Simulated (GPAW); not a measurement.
# MgO (P-6m2) in GPAW: convergence with response cutoff (eV)

Aim: find how far response cutoff (eV) must go before the results for MgO settle, at PBE. This setting moves, with any that are tied to it; all else stays.

Everything below comes from runs of GPAW 26.7.0. Logs are shortened: lines on timing, memory, paths and dates and some standing lists are left out, and cuts for length are marked. The log counts tension as positive stress, the text compression.

**1. Starting point**

It takes space group P-6m2 (No. 187, hexagonal). Conventional cell: a = 2.938 Å, b = 2.938 Å, c = 2.680 Å, α = 90.00°, β = 90.00°, γ = 120.00°. Around Mg (site symmetry -6m2) lie 6 O at 2.16 Å. Around O (site symmetry -6m2) lie 6 Mg at 2.16 Å.

Measurements of this composition are mostly on another form, of space group No. 225.

**2. With response cutoff (eV) 10**

The input, run.py:

```python
import numpy as np
from ase.dft.bandgap import bandgap
from ase.io import write
from ase.spacegroup import crystal
from gpaw import GPAW, PW
from gpaw.response.df import DielectricFunction

# Mg 1a
# O 1d
atoms = crystal(['Mg', 'O'],
                basis=[[0.0, 0.0, 0.0],
                       [0.3333333333, 0.6666666667, 0.5]],
                spacegroup=187, setting=1,  # P-6m2
                cellpar=[2.9380209, 2.9380209, 2.67968, 90.0, 90.0, 120.0],
                primitive_cell=True)

calc = GPAW(mode=PW(600),
            xc='PBE',
            kpts={'size': (8, 8, 8), 'gamma': True},
            occupations={'name': 'fermi-dirac', 'width': 0.001},
            nbands=16,
            convergence={'density': 1e-06},
            maxiter=150,
            txt='gpaw.txt')
atoms.calc = calc
energy = atoms.get_potential_energy()
calc.write('gs.gpw')
write('result.traj', atoms)
print(f'Energy: {energy:.6f} eV')
print('Fermi level:', round(calc.get_fermi_level(), 4), 'eV')
print(f'Gap: {bandgap(calc)[0]:.4f} eV, direct: {bandgap(calc, direct=True)[0]:.4f} eV')

for size in [(16, 16, 16)]:
    name = 'x'.join(str(n) for n in size)
    dense = calc.fixed_density(kpts={'size': size, 'gamma': True},
                               nbands=38, convergence={'bands': 32, 'eigenstates': 1e-7},
                               update_fermi_level=True, txt=f'dense-{name}.txt')
    dense.write(f'{name}.gpw', mode='all')
    df = DielectricFunction(f'{name}.gpw', frequencies=np.array([0.0]), hilbert=False, eta=0.001,
                            ecut=10, nbands=32, intraband=False, txt=f'df-{name}.txt')
    for xc in ['RPA']:
        for direction in ['x', 'y', 'z', [0, 1, 1], [1, 0, 1], [1, 1, 0]]:
            e0, e = df.get_macroscopic_dielectric_constant(xc=xc, direction=direction)
            print(f'{name} {xc} {direction}: {e0:.4f} without, {e:.4f} with local fields')
```

Potentials or basis: GPAW PAW data sets (gpaw-data 1.2.1), pw.

On the command line:

```sh
OMP_NUM_THREADS=1 python run.py
```

gpaw.txt:

```text
__  _  _
 | _ |_)|_||  |
 |__||  | ||/\| - 26.7.0

Input parameters:
  mode=PW(ecut=600.0),
  convergence={'density': 1e-06},
  kpts=MonkhorstPack(size=(8, 8, 8), gamma=True),
  maxiter=150,
  nbands=16,
  occupations=Occupations(name='fermi-dirac', width=0.001),
  xc=XC(name='PBE')

Diagonalizing LCAO Hamiltonian
Converting LCAO to pw mode

        O

       Mg

Atoms  # Å, Bohr magnetons
|   | symbol |         x |        y |        z |    initial magnetic moments |
|---|--------|-----------|----------|----------|-----------------------------|
| 0 |     Mg |  0.000000 | 0.000000 | 0.000000 | ( 0.0000,  0.0000,  0.0000) |
| 1 |      O | -0.000000 | 1.696267 | 1.339840 | ( 0.0000,  0.0000,  0.0000) |

Unit cell  # Å
| periodic |         x |        y |        z |  lengths |     angles |
|----------|-----------|----------|----------|----------|------------|
|      yes |  2.938021 | 0.000000 | 0.000000 | 2.938021 |  90.000000 |
|      yes | -1.469010 | 2.544401 | 0.000000 | 2.938021 |  90.000000 |
|      yes |  0.000000 | 0.000000 | 2.679680 | 2.679680 | 120.000000 |

Number of symmetries: 12
Symmetry operations  # r_c * U_cc + t_c -> r_c
|    | kind |            matrix            |
|----|------|------------------------------|
|  0 |  σ   |  1, 1, 0,  0,-1, 0,  0, 0, 1 |
|  1 |  C2  |  1, 1, 0,  0,-1, 0,  0, 0,-1 |
|  2 |  E   |  1, 0, 0,  0, 1, 0,  0, 0, 1 |
|  3 |  σ   |  1, 0, 0,  0, 1, 0,  0, 0,-1 |
|  4 |  C3  |  0, 1, 0, -1,-1, 0,  0, 0, 1 |
|  5 |  S3  |  0, 1, 0, -1,-1, 0,  0, 0,-1 |
|  6 |  σ   |  0,-1, 0, -1, 0, 0,  0, 0, 1 |
|  7 |  C2  |  0,-1, 0, -1, 0, 0,  0, 0,-1 |
|  8 |  σ   | -1, 0, 0,  1, 1, 0,  0, 0, 1 |
|  9 |  C2  | -1, 0, 0,  1, 1, 0,  0, 0,-1 |
| 10 |  C3  | -1,-1, 0,  1, 0, 0,  0, 0, 1 |
| 11 |  S3  | -1,-1, 0,  1, 0, 0,  0, 0,-1 |

BZ-sampling:
  Number of BZ points: 512
  Number of IBZ points: 50

  Monkhorst-Pack size: [8, 8, 8]
  Monkhorst-Pack shift: [0.0625, 0.0625, 0.0625]

K-points  # in reciprocal-cell coordinates
|     |                                coordinates |     weight |
|-----|--------------------------------------------|------------|
|   0 | (  0.00000000,   0.00000000,   0.00000000) | 0.00195312 |
|   1 | (  0.00000000,   0.00000000,   0.12500000) | 0.00390625 |
|   2 | (  0.00000000,   0.00000000,   0.25000000) | 0.00390625 |
|   3 | (  0.00000000,   0.00000000,   0.37500000) | 0.00390625 |
|   4 | (  0.00000000,   0.00000000,   0.50000000) | 0.00195312 |
|   5 | (  0.12500000,   0.00000000,   0.00000000) | 0.01171875 |
|   6 | (  0.12500000,   0.00000000,   0.12500000) | 0.02343750 |
|   7 | (  0.12500000,   0.00000000,   0.25000000) | 0.02343750 |
|   8 | (  0.12500000,   0.00000000,   0.37500000) | 0.02343750 |
|   9 | (  0.12500000,   0.00000000,   0.50000000) | 0.01171875 |
| ... |                                            |            |
|  49 | (  0.50000000,   0.50000000,   0.50000000) | 0.00585938 |

Plane wave coefficients: 683
Cutoff: 600.0 eV

Spin-components: 1 (collinear spins)
Bands:           16
Projectors:      10
Spin-degeneracy: 2
Datatype:        complex128

Parallelization:
  kpt:    1
  domain: 1
  band:   1

Density:
  Valence electrons: 16.0
  Components: 1
  Grid points: [18 18 16]
  Charge: 0.0  # |e|

Potential:
  Grid points: [18 18 16]

species:
  Mg:
    name:    Magnesium
    Z:       12.0
    valence: 10
    core:    2
    charge:  0.0  # [|e|]
    compensation charges:
      type: gauss
      rc: 0.33  # [Å]
      lmax: 2
    cutoffs:
      filter: 1.86  # [Å]
      core: 0.54  # [Å]
    projectors
    | kind |    occ | energy [eV] | rcut [Å] |
    |------|--------|-------------|----------|
    |   2s |  2.000 |     -79.840 |    1.090 |
    |   3s |  2.000 |      -4.705 |    1.090 |
    |   2p |  6.000 |     -46.613 |    1.085 |
    |   3p |  0.000 |      -1.330 |    1.085 |
    |    d |        |       0.000 |    1.037 |

    Using partial waves for Mg as LCAO basis

  O:
    name:    Oxygen
    Z:       8.0
    valence: 6
    core:    2
    charge:  0.0  # [|e|]
    compensation charges:
      type: gauss
      rc: 0.21  # [Å]
      lmax: 2
    cutoffs:
      filter: 1.17  # [Å]
      core: 0.83  # [Å]
    projectors
    | kind |    occ | energy [eV] | rcut [Å] |
    |------|--------|-------------|----------|
    |   2s |  2.000 |     -23.961 |    0.688 |
    |   2p |  4.000 |      -9.029 |    0.598 |
    |    s |        |       3.251 |    0.688 |
    |    p |        |      18.182 |    0.598 |
    |    d |        |       0.000 |    0.619 |

    Using partial waves for O as LCAO basis

Reference energy: -7490.497190  # eV

eigensolver:
  PPCG
  Converge bands: occupied
  niter=2

density mixing:
  MSR1-Mixer
  Pratt-step length: 0.05
  Maximum mixing coefficient: 0.75
  Old densities: 10
  SVD Regularization: 0.005
  Good broyden scale: 1.0
  Trust region scale: 1.0
  Backstep threshold: 4.0
  History deletion threshold: 6.0
  Fourier metric: weight=20.0, sigma=0.015

occupation numbers:
  Fermi-Dirac:
    width: 0.0010  # eV

poisson solver:
  ecut: 4800.0  # eV

xc functional:
  name: PBE with 2 nearest neighbor stencil

convergence criteria:
- Maximum integral of absolute [dens]ity change: 1e-06 electrons / valence electron
- Maximum [total energy] change in last 3 cyles: 0.0005 eV / valence electron
- Maximum integral of absolute [eigenst]ate change: 4e-08 eV^2 / valence electron
maximum number of iterations: 150

SCF iterations
|iter     | |      energy | eigst |  dens |
|---------|-|-------------|-------|-------|
|iter:   1| |  -12.928793 | +0.05 |       |
|iter:   2| |  -12.531718 | -2.09 | -0.97 |
|iter:   3| |  -11.454380 | -1.53 | -1.02 |
|iter:   4| |  -11.450441 | -3.08 | -1.56 |
|iter:   5| |  -11.452625c| -3.24 | -1.82 |
|iter:   6| |  -11.452691c| -5.33 | -2.95 |
|iter:   7| |  -11.452713c| -6.08 | -3.32 |
|iter:   8| |  -11.452714c| -7.89c| -4.32 |
|iter:   9| |  -11.452714c| -8.14c| -5.09 |
|iter:  10| |  -11.452714c| -8.65c| -5.54 |
|iter:  11| |  -11.452714c| -9.46c| -6.84c|

Converged in 11 steps
Energy contributions relative to reference atoms: (reference = -7490.497190)

Energy contributions:
  Kinetic:           9.024722
  Coulomb:          -7.253285
  Zero:              0.118322
  External:          0.000000
  Xc:              -13.342472
  Entropy:          -0.000000
  Spinorbit:         0.000000
  ----------------------------
  Free energy:     -11.452714
  Extrapolated:    -11.452714

dipole moment: (-2.269324, -3.557756, -3.845075)  # |e|*Ang

Fermi level: 4.908
Eigenvalues  # (at kpt = [0.000, 0.000, 0.000])
| band index |      eig [eV] | occ [0-2] |
|------------|---------------|-----------|
|          0 |       -68.567 |     2.000 |
|          1 |       -35.328 |     2.000 |
|          2 |       -35.328 |     2.000 |
|          3 |       -35.269 |     2.000 |
|          4 |       -12.505 |     2.000 |
|          5 |         4.299 |     2.000 |
[... 8 lines left out ...]
|         14 |        27.444 |     0.000 |
|         15 |        27.444 |     0.000 |

Gap: 3.043 eV
Transition (v -> c):
  (s=0, k=30, n=7, [0.38, 0.38, 0.00]) -> (s=0, k=0, n=8, [0.00, 0.00, 0.00])
Direct/indirect transitions are different
Direct gap: 3.433 eV
Transition at: (s=0, k=0, n=7, [0.00, 0.00, 0.00])
# Writing to gs.gpw (mode='')
```

stdout:

```text
Energy: -11.452714 eV
Fermi level: 4.9084 eV
Gap: 3.0434 eV, direct: 3.4328 eV
16x16x16 RPA x: 3.4621 without, 3.4621 with local fields
16x16x16 RPA y: 3.4621 without, 3.4621 with local fields
16x16x16 RPA z: 3.5449 without, 3.5449 with local fields
16x16x16 RPA [0, 1, 1]: 3.5035 without, 3.5035 with local fields
16x16x16 RPA [1, 0, 1]: 3.5035 without, 3.5035 with local fields
16x16x16 RPA [1, 1, 0]: 3.4621 without, 3.4621 with local fields
```

Run time: 2.1 min. Hardware: 1 thread of AMD EPYC 7B13 (Zen 3), shared host; peak memory 0.4 GiB.

What came out:

* Free energy: -11.4527 eV
* Band gap on the k mesh: 3.04 eV, indirect (least direct gap 3.43 eV)
* Electronic dielectric tensor (diagonal): 3.46, 3.46, 3.54

**3. With response cutoff (eV) 20**

run.py, as its differences from that of step 2:

```diff
@@ -39,3 +39,3 @@
     df = DielectricFunction(f'{name}.gpw', frequencies=np.array([0.0]), hilbert=False, eta=0.001,
-                            ecut=10, nbands=32, intraband=False, txt=f'df-{name}.txt')
+                            ecut=20, nbands=32, intraband=False, txt=f'df-{name}.txt')
     for xc in ['RPA']:
```

Potentials or basis: GPAW PAW data sets (gpaw-data 1.2.1), pw.

On the command line:

```sh
OMP_NUM_THREADS=1 python run.py
```

Run time: 2.2 min. Hardware: 1 thread of AMD EPYC 7B13 (Zen 3), shared host; peak memory 0.39 GiB.

Results:

```yaml
Free_energy: -11.4527 eV
Band_gap_on_the_k_mesh: 3.04 eV, indirect (least direct gap 3.43 eV)
Electronic_dielectric_tensor_diagonal: 3.46, 3.46, 3.54
```

**4. With response cutoff (eV) 30**

run.py, as its differences from that of step 3:

```diff
@@ -39,3 +39,3 @@
     df = DielectricFunction(f'{name}.gpw', frequencies=np.array([0.0]), hilbert=False, eta=0.001,
-                            ecut=20, nbands=32, intraband=False, txt=f'df-{name}.txt')
+                            ecut=30, nbands=32, intraband=False, txt=f'df-{name}.txt')
     for xc in ['RPA']:
```

On the command line:

```sh
OMP_NUM_THREADS=1 python run.py
```

It took 2.1 min on 1 thread of AMD EPYC 7B13 (Zen 3), shared host; peak memory 0.39 GiB.

Results (log left out):

- Free energy: -11.4527 eV
- Band gap on the k mesh: 3.04 eV, indirect (least direct gap 3.43 eV)
- Electronic dielectric tensor (diagonal): 3.26, 3.26, 3.33

**5. With response cutoff (eV) 50**

run.py, as its differences from that of step 4:

```diff
@@ -39,3 +39,3 @@
     df = DielectricFunction(f'{name}.gpw', frequencies=np.array([0.0]), hilbert=False, eta=0.001,
-                            ecut=30, nbands=32, intraband=False, txt=f'df-{name}.txt')
+                            ecut=50, nbands=32, intraband=False, txt=f'df-{name}.txt')
     for xc in ['RPA']:
```

On the command line:

```sh
OMP_NUM_THREADS=1 python run.py
```

Wall time 2.1 min (1 thread of AMD EPYC 7B13 (Zen 3), shared host); peak memory 0.4 GiB.

It converged, with:

```
Free energy                             : -11.4527 eV
Band gap on the k mesh                  : 3.04 eV, indirect (least direct gap 3.43 eV)
Electronic dielectric tensor (diagonal) : 3.26, 3.26, 3.33
```

**6. With response cutoff (eV) 80**

run.py, as its differences from that of step 5:

```diff
@@ -39,3 +39,3 @@
     df = DielectricFunction(f'{name}.gpw', frequencies=np.array([0.0]), hilbert=False, eta=0.001,
-                            ecut=50, nbands=32, intraband=False, txt=f'df-{name}.txt')
+                            ecut=80, nbands=32, intraband=False, txt=f'df-{name}.txt')
     for xc in ['RPA']:
```

Potentials or basis: GPAW PAW data sets (gpaw-data 1.2.1), pw.

On the command line:

```sh
OMP_NUM_THREADS=1 python run.py
```

Run time: 2.1 min. Hardware: 1 thread of AMD EPYC 7B13 (Zen 3), shared host; peak memory 0.4 GiB.

The run converged. Its results:

| Item | Value |
| --- | --- |
| Free energy | -11.4527 eV |
| Band gap on the k mesh | 3.04 eV, indirect (least direct gap 3.43 eV) |
| Electronic dielectric tensor (diagonal) | 3.25, 3.25, 3.33 |

**7. With response cutoff (eV) 120**

run.py, as its differences from that of step 6:

```diff
@@ -39,3 +39,3 @@
     df = DielectricFunction(f'{name}.gpw', frequencies=np.array([0.0]), hilbert=False, eta=0.001,
-                            ecut=80, nbands=32, intraband=False, txt=f'df-{name}.txt')
+                            ecut=120, nbands=32, intraband=False, txt=f'df-{name}.txt')
     for xc in ['RPA']:
```

On the command line:

```sh
OMP_NUM_THREADS=1 python run.py
```

Wall time 2.1 min (1 thread of AMD EPYC 7B13 (Zen 3), shared host); peak memory 0.39 GiB.

Results (log left out):

```
Free energy                             : -11.4527 eV
Band gap on the k mesh                  : 3.04 eV, indirect (least direct gap 3.43 eV)
Electronic dielectric tensor (diagonal) : 3.21, 3.21, 3.28
```

**8. With response cutoff (eV) 160**

run.py, as its differences from that of step 7:

```diff
@@ -39,3 +39,3 @@
     df = DielectricFunction(f'{name}.gpw', frequencies=np.array([0.0]), hilbert=False, eta=0.001,
-                            ecut=120, nbands=32, intraband=False, txt=f'df-{name}.txt')
+                            ecut=160, nbands=32, intraband=False, txt=f'df-{name}.txt')
     for xc in ['RPA']:
```

On the command line:

```sh
OMP_NUM_THREADS=1 python run.py
```

Wall time 2.1 min (1 thread of AMD EPYC 7B13 (Zen 3), shared host); peak memory 0.4 GiB.

The run converged. Its results:

```
Free energy                             : -11.4527 eV
Band gap on the k mesh                  : 3.04 eV, indirect (least direct gap 3.43 eV)
Electronic dielectric tensor (diagonal) : 3.21, 3.21, 3.27
```

**9. Summary**

```csv
response cutoff (eV),dielectric constant,SCF cycles,CPU time (s),peak memory (GiB)
10,3.490,11,130,0.4
20,3.490,11,130,0.39
30,3.286,11,130,0.39
50,3.283,11,120,0.4
80,3.275,11,130,0.4
120,3.231,11,130,0.39
160,3.228,11,120,0.4
```

Against the tightest run, the dielectric constant stays within 0.05 from 80 on. The tightest run that finished is the yardstick and may itself not be fully converged.

Caveats: the long-wavelength limit can be off by a per cent or two.
